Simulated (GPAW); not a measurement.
Wanted: an ASE script for a GPAW 26.7.0 run.

```yaml
Task: single point
Functional: r2SCAN
Potentials_or_basis: GPAW PAW data sets (gpaw-data 1.2.1), newer versions
Cutoff: 450 eV
Basis: pw
k_mesh: 7 × 7 × 2
Occupations: fermi-dirac, width 0.05 eV
Spin: no spin polarisation
Maxiter: 80
Data_set: S v3
```

The structure of ZnS (Wurtzite-4H) lies in ZnS.xyz:

```xyz
8
Lattice="3.8227000000 0.0000000000 0.0000000000 -1.9113500000 3.3105553110 0.0000000000 0.0000000000 0.0000000000 12.5200000000" Properties=species:S:1:pos:R:3 pbc="T T T"
Zn     1.9113500002      1.1035184369      9.3900000000
Zn    -0.0000000002      2.2070368741      3.1300000000
Zn     0.0000000000      0.0000000000      6.2600000000
Zn     0.0000000000      0.0000000000      0.0000000000
S      1.9113500002      1.1035184369     11.7375000000
S     -0.0000000002      2.2070368741      5.4775000000
S      0.0000000000      0.0000000000      8.6075000000
S      0.0000000000      0.0000000000      2.3475000000
```

The input as run:

run.py

```python
from ase.dft.bandgap import bandgap
from ase.io import read, write
from ase.units import GPa
from gpaw import GPAW, PW

atoms = read('ZnS.xyz')

calc = GPAW(mode=PW(450),
            xc='MGGA_X_R2SCAN+MGGA_C_R2SCAN',
            kpts={'size': (7, 7, 2), 'gamma': True},
            occupations={'name': 'fermi-dirac', 'width': 0.05},
            setups={'S': 'v3'},
            nbands=-21,
            convergence={'density': 1e-05, 'energy': 1e-05},
            maxiter=80,
            txt='gpaw.txt')
atoms.calc = calc
energy = atoms.get_potential_energy()
forces = atoms.get_forces()
stress = atoms.get_stress()
calc.write('gs.gpw')
write('result.traj', atoms)
print(f'Energy: {energy:.6f} eV')
print('Forces (eV/A):')
print(forces.round(4))
print('Stress (GPa):', (stress / GPa).round(3))
print('Fermi level:', round(calc.get_fermi_level(), 4), 'eV')
print(f'Gap: {bandgap(calc)[0]:.4f} eV, direct: {bandgap(calc, direct=True)[0]:.4f} eV')
```

Potentials or basis: GPAW PAW data sets (gpaw-data 1.2.1), newer versions, pw.

Command:

```sh
$ OMP_NUM_THREADS=1 python run.py
```

Results of the run:

```json
{
  "Pressure": "-1.8 GPa",
  "Largest force": "0.042 eV/Å",
  "Band gap on the k mesh": "2.69 eV, direct"
}
```

Caveat: the cutoff is short for stress and forces, so pressures can be off by a GPa or more; the PAW data sets were made with another functional, which shifts forces and pressure a little.

Wall time 4.6 min on 1 thread of Arm Neoverse V1 (shared host), peak memory 0.43 GiB.
